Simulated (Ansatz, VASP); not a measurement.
# SiC (Moissanite 3C): VASP beside Ansatz

Aim: how closely do two programs agree when they are given the same cell, functional and k mesh? The cell is taken from a series of VASP runs on this material, whose earlier steps may have relaxed, scaled or displaced it; both programs get it as it stands.

Program: Ansatz 0.2.0. Level of theory: plane waves, with VASP 6.6.1 beside it; band structure at HSE06. Results are calculated unless marked as measured.

**1. The starting structure**

Symmetry: F-43m, No. 216, cubic system. Conventional cell: a = 4.358 Å, b = 4.358 Å, c = 4.358 Å, α = 90.00°, β = 90.00°, γ = 90.00°. Si has 4 C at 1.89 Å nearest. Nearest to C lie 4 Si at 1.89 Å. Farther neighbours are not listed.

**2. Ansatz: band structure, HSE06**

Ansatz runs on its default PAW (the set named soft_2) files.

Levels along a path test the potential and the projectors away from the mesh points.

input.yaml

```yaml
crystal:
  lattice:
    - [0.0, 2.179, 2.179]
    - [2.179, 0.0, 2.179]
    - [2.179, 2.179, 0.0]
  atoms:
    - { symbol: Si, position: [0.0, 0.0, 0.0] }
    - { symbol: C, position: [0.75, 0.75, 0.75] }
hamiltonian:
  xc: { exchange: pbe, correlation: pbe, exx: { coeff: 0.25, omega: 0.2 } }
  pseudopotentials: { kind: paw }
kpoints:
  mp_grid: { grid: [6, 6, 6] }
  band_path:
    path:
      - [0.0, 0.0, 0.0]
      - [0.5, 0.0, 0.5]
      - [0.5, 0.22222, 0.72222]
      - [0.40278, 0.34722, 0.75]
      - [0.125, 0.125, 0.25]
      - [0.27778, 0.27778, 0.27778]
      - [0.55556, 0.38889, 0.55556]
      - [0.58333, 0.25, 0.66667]
      - [0.5, 0.30556, 0.69444]
      - [0.48611, 0.48611, 0.52778]
      - [0.625, 0.25, 0.625]
      - [0.5, 0.0, 0.5]
    npoints: 1
scf:
  occupations: { method: gaussian, width: 0.03 }
  n_extra_bands: 7
output:
  forces: true
  stress: true
  eigenvalues: true
  write_density: true
  write_potential: true
  elf: true
  volumetric_format: npy
```

Run with:

```console
> ansatz run input.yaml --threads 4 --pin off --max-ram 9216MiB --backend cpu --events-out ev --progress --plain --runs-dir out
```

Numbers of over 12 decimals in the logs are rounded to 6 here.

Log:

```text
Warning: output.stress: scf.convergence.dr2_threshold = 1e-7 eV (the SCF's general default) is looser than the 2e-10 eV advised for a printed stress (1e-10 eV for each atom of the cell: 2). What an SCF threshold leaves in a stress goes as its square root, and in the free energy as the threshold itself, and one threshold admits the most on a small cell: [figures from the program's tests cut] Set scf.convergence.dr2_threshold to 2e-10 eV or tighter. The threshold is an SCF's pass mark: one that does not reach it within its budget of iterations ends unconverged, or closes short of it on a stop that the run arms, and scf.convergence.dr2_threshold's page says what that costs each kind of run
Warning: output.stress: scf.exx.energy_threshold = 1e-6 eV is looser than the 2e-8 eV advised for a stress under a hybrid functional (1e-8 eV for each atom of the cell: 2). Every SCF of the exchange loop can meet its threshold on dr2 while the loop round them stops early: no threshold on dr2 bounds what that leaves in the stress. Set scf.exx.energy_threshold to 2e-8 eV or tighter. The threshold is the loop's pass mark: a loop that does not reach it within its budget of cycles ends unconverged, and scf.exx.energy_threshold's page has the law
scf.n_extra_bands = 7 over 4 filled bands (N_el = 8.0): the run solves 11 bands
Engine: ansatz 0.2.0, aarch64-unknown-linux-gnu
Pseudopotentials: kind: paw
Pseudopotential: Si, paw, valence charge 4, recommended cutoff 420 eV (normal), Si.paw.azcp
Pseudopotential: C, paw, valence charge 4, recommended cutoff 420 eV (normal), C.paw.azcp
Functional definition: unnamed
  parameter a_1 = 0.25
  parameter omega_1 = 0.2/angstrom
  exchange = pbe_x + (-a_1)*pbe_x_sr(omega_1) + a_1*exact_x_sr(omega_1)
  correlation = pbe_c
Crystal: 2 atoms, lattice volume = 20.692 Å³
Basis set: ecut = 420 eV, 411 PW (Γ), exchange–correlation on 48×48×48 points (8 copies of the dense FFT grid, shifted against one another)
Bands: 11, of which v1, the nominal top of the filled ones, is band 4 counted from 1 (3 counted from 0)
Symmetry: 24 space group operations
Space group: F-43m (ITA 216), of the structure as read, at distance tolerance 2.7e-5 Å
k-points: 16 of 216 (time reversal used)
Non-local potential: Si, projectors of the file, l = 0: 2, l = 1: 2, l = 2: 2
Non-local potential: C, projectors of the file, l = 0: 2, l = 1: 2, l = 2: 1
PAW form: soft (Blöchl's): semilocal exchange-correlation on the pseudo side does not see the compensation charge
PAW frozen core: Si, regenerated for the run's functional, and the local potential with it (the file was generated under x = pbe(κ = 0.804, μ = 0.219515), c = pbe(β = 0.066725))
PAW frozen core: C, regenerated for the run's functional, and the local potential with it (the file was generated under x = pbe(κ = 0.804, μ = 0.219515), c = pbe(β = 0.066725))
PAW one-centre angular grid: Si, 110 points (default); XC on 64 Gauss nodes
PAW one-centre angular grid: C, 110 points (default); XC on 64 Gauss nodes
Initial density: superposition of atomic densities (neutral atoms: chi_scale 0, normalization atom), corrected by the library's trained network
Initial wavefunctions: pseudopotential atomic-orbital guess
Functional: x = pbe(κ = 0.804, μ = 0.219515), c = pbe(β = 0.066725), warm-up for x = pbe(κ = 0.804, μ = 0.219515) + 0.25 (exact − pbe) at short range (hse, ω = 0.2 Å⁻¹), c = pbe(β = 0.066725)
SCF iter   1: F=—  HF=-887.142384 eV  |F-HF|=—  |Δ(HF+E_count)|=         —  Δρ=1.49e-3  dr2=3.45e-4  ethr=1.77e-3  ⟨swp⟩=6.6  Hψ=857  notcnv=0
preconditioner: auto → none  [insulator: Δε(μ)=1.335 eV  Ē_g=17.559 eV  σ=0.030 eV  W_gap=1.00  n_scr=0 (ndim 8)  ℏωp=23.1 eV  f_vac=0.000  D(μ)=0.00/eV (n_scr^D=0)]
iter 2 solved again at ethr=2.68e-7 eV; its pass at ethr=4.31e-6 eV (dr2=2.15e-5 eV) is discarded
SCF iter   2: F=-887.142484 eV  HF=-887.142442 eV  |F-HF|=4.26e-5  |Δ(HF+E_count)|=   5.73e-5  Δρ=5.66e-4  dr2=2.24e-5  ethr=2.68e-7  ⟨swp⟩=2.2  Hψ=597  notcnv=0  defer=1
SCF 1 stopped early in 2 iterations: F = -887.142484 eV  dr2 = 2.24e-5
  greatest PAW one-centre occupation: 0.644 electrons in one spin orbital (limit 2), on the C atom at site 1 (counted from 0), in its partial waves of l = 0
Initial density: handed on by an earlier stage of this run
Initial wavefunctions: those handed on with the density
Functional: x = pbe(κ = 0.804, μ = 0.219515) + 0.25 (exact − pbe) at short range (hse, ω = 0.2 Å⁻¹), c = pbe(β = 0.066725)
Exchange kernel: α = 0.2500, screened, ω = 0.2000 Å⁻¹, Wigner–Seitz truncation, v(0) = 1121.4450 eV·Å³, q-mesh 6×6×6, nearest image of the exchange supercell L = 18.49 Å, pair-density grid 12×12×12, without the augmentation charges, whose exchange is taken in its separable form by FFT convolution over the k-point mesh (sized by the pseudopotential files, 18×18×18 at the most), smooth part of the exact exchange by density-matrix convolution
Frozen-core exchange: fock
SCF iter   1: F=—  HF=-887.786611 eV  |F-HF|=—  |Δ(HF+E_count)|=         —  Δρ=5.56e-3  dr2=4.02e-3  ethr=2.80e-6  ⟨swp⟩=7.5  Hψ=871  notcnv=0
preconditioner: auto → none  [insulator: Δε(μ)=2.214 eV  Ē_g=19.688 eV  σ=0.030 eV  W_gap=1.00  n_scr=0 (ndim 8)  ℏωp=23.1 eV  f_vac=0.000  D(μ)=0.00/eV (n_scr^D=0)]
SCF iter   2: F=—  HF=-887.785031 eV  |F-HF|=—  |Δ(HF+E_count)|=   1.58e-3  Δρ=2.59e-3  dr2=8.69e-4  ethr=2.80e-6  ⟨swp⟩=3.0  Hψ=386  notcnv=0
SCF iter   3: F=—  HF=-887.786896 eV  |F-HF|=—  |Δ(HF+E_count)|=   1.87e-3  Δρ=7.02e-4  dr2=1.11e-4  ethr=2.80e-6  ⟨swp⟩=3.2  Hψ=309  notcnv=0  defer=3
SCF iter   4: F=—  HF=-887.786864 eV  |F-HF|=—  |Δ(HF+E_count)|=   3.28e-5  Δρ=2.17e-4  dr2=1.21e-5  ethr=1.28e-6  ⟨swp⟩=2.7  Hψ=273  notcnv=0
SCF iter   5: F=-887.786877 eV  HF=-887.786877 eV  |F-HF|=5.34e-7  |Δ(HF+E_count)|=   1.39e-5  Δρ=9.11e-5  dr2=1.42e-6  ethr=1.24e-7  ⟨swp⟩=2.7  Hψ=259  notcnv=0  defer=2
SCF 2 stopped early in 5 iterations: F = -887.786877 eV  dr2 = 1.42e-6
  greatest PAW one-centre occupation: 0.646 electrons in one spin orbital (limit 2), on the C atom at site 1 (counted from 0), in its partial waves of l = 0
hybrid outer 1: dexx = +2.389e-3 eV, tail = 4.86e-6 eV
Exchange kernel: α = 0.2500, screened, ω = 0.2000 Å⁻¹, Wigner–Seitz truncation, v(0) = 1121.4450 eV·Å³, q-mesh 6×6×6, nearest image of the exchange supercell L = 18.49 Å, pair-density grid 12×12×12, without the augmentation charges, whose exchange is taken in its separable form by FFT convolution over the k-point mesh (sized by the pseudopotential files, 18×18×18 at the most), smooth part of the exact exchange by density-matrix convolution
Frozen-core exchange: fock
SCF iter   1: F=—  HF=-887.786868 eV  |F-HF|=—  |Δ(HF+E_count)|=         —  Δρ=3.36e-5  dr2=2.07e-7  ethr=3.04e-7  ⟨swp⟩=5.2  Hψ=517  notcnv=0
preconditioner: auto → none  [insulator: Δε(μ)=2.248 eV  Ē_g=19.690 eV  σ=0.030 eV  W_gap=1.00  n_scr=0 (ndim 8)  ℏωp=23.1 eV  f_vac=0.000  D(μ)=0.00/eV (n_scr^D=0)]
SCF iter   2: F=-887.786868 eV  HF=-887.786868 eV  |F-HF|=6.58e-10  |Δ(HF+E_count)|=   5.36e-8  Δρ=8.17e-6  dr2=1.09e-8  ethr=2.53e-9  ⟨swp⟩=2.6  Hψ=251  notcnv=0
SCF 3 converged in 2 iterations: F = -887.786868 eV  dr2 = 1.09e-8
  Residual-converged pass: ⟨swp⟩=3.2  Hψ=307  notcnv=0  max |occ|·‖R‖ = 2.0e-6 eV (tolerance 2.4e-6 eV)  dr2=1.08e-8  dr2_onsite=2.88e-10  max |Δocc| = 0.0e0
hybrid outer 2: dexx = +2.802e-8 eV, tail = 2.28e-8 eV, Δε = 1.24e-3 eV (about 1.28e-4 eV left of the loop's levels)
NSCF: frozen V_eff on 12 k-points
hybrid SCF converged: 2 outer / 7 inner (+2 warm-up), last move |dexx| = 2.80e-8 eV, tail = 2.28e-8 eV
Stability not checked: this state was not tested for a lower state beside it, because the functional holds exact exchange (a hybrid, or Hartree-Fock), whose exchange loop this test does not read (fock_operator; see scf.lower_state_search)
Free energy (F): -887.786868 eV
Frozen-core exchange: fock
Harris-Foulkes:  -887.786868 eV  (|F-HF|=6.58e-10)
Internal energy: -887.786868 eV  (E = F + TS)
E sigma→0 (E₀):  -887.786868 eV
Fermi energy:    9.987583 eV
--- Per-component energies (eV) ---
  E_band       = 19.045225
  E_kinetic    = 135.744486
  E_local      = -103.338634  (includes V_loc(G=0)·N_el)
  E_nonlocal   = 50.549876
  E_hartree    = 32.166172
  E_xc         = -85.581183
  E_vxc        = -88.231939  (∫ρ·V_xc dr)
  E_exx        = -15.321963  (= α·E_x^exact, valence–valence)
  E_paw        = -617.145453  (= ΣΔE_a)
  E_vpaw       = -9.366303  (= ΣTr[D̂ρ^β])
  E_aug_tail   = 0.000011  (compensation charges beyond the density's cutoff)
  E_ewald      = -284.783780
  E_core_change = -0.076398  (= ΣΔE_core)
  E_smearing   = -0.000000  (= −TS)
  E_closure    = -0.000001  (closes the sum)
  Σ components = -887.786868   (vs F -887.786868, Δ=-1.14e-13)
--- Forces (eV/Å), atoms counted from 1 ---
  atom   1  Si    -0.00000000    -0.00000000     0.00000000
  atom   2  C      0.00000000    -0.00000000    -0.00000000
  max |Σ_I F_I| component: 1.85e-16 eV/Å
--- Stress (GPa, compression-positive) ---
       -1.406616      -0.000000      -0.000000
       -0.000000      -1.406616       0.000000
       -0.000000       0.000000      -1.406616
  P = ⅓ Tr σ = -1.4066 GPa (-14.066 kbar)
--- Band table (eV; the first three rows and the last of 16) ---
  k-point 0: bands = [-8.1161, 8.8637, 8.8637, 8.8637, 16.4028, 17.4836, 17.4836, 17.4836, ... 3 higher]
  k-point 1: bands = [-7.5304, 6.2833, 8.5064, 8.5064, 16.4774, 18.0486, 18.0486, 18.6627, ... 3 higher]
  k-point 2: bands = [-5.8750, 2.0879, 7.9407, 7.9407, 15.7790, 17.8220, 17.8220, 20.3340, ... 3 higher]
  k-point 15: bands = [-2.5311, 0.8936, 3.9482, 4.1372, 13.9030, 17.2101, 21.2912, 22.7365, ... 3 higher]
```

Elapsed: 9.2 s, on 4 threads of Arm Neoverse V2, shared host; peak memory 0.58 GiB; 32 s of CPU time.

[end of part 1 of 2]

[Lines on the potential files, build, host, timing and source positions are cut from VASP's logs without a mark.]

[Logs are printed without paths, hosts, clocks, repeated set-up lines and the standing remarks that a program may print on its own settings, such as how far it seeks lower states.]

[Hosts, paths, dates, database ids (printed as entryN), source tags and the programs' standing remarks are cut or masked in the printed files.]
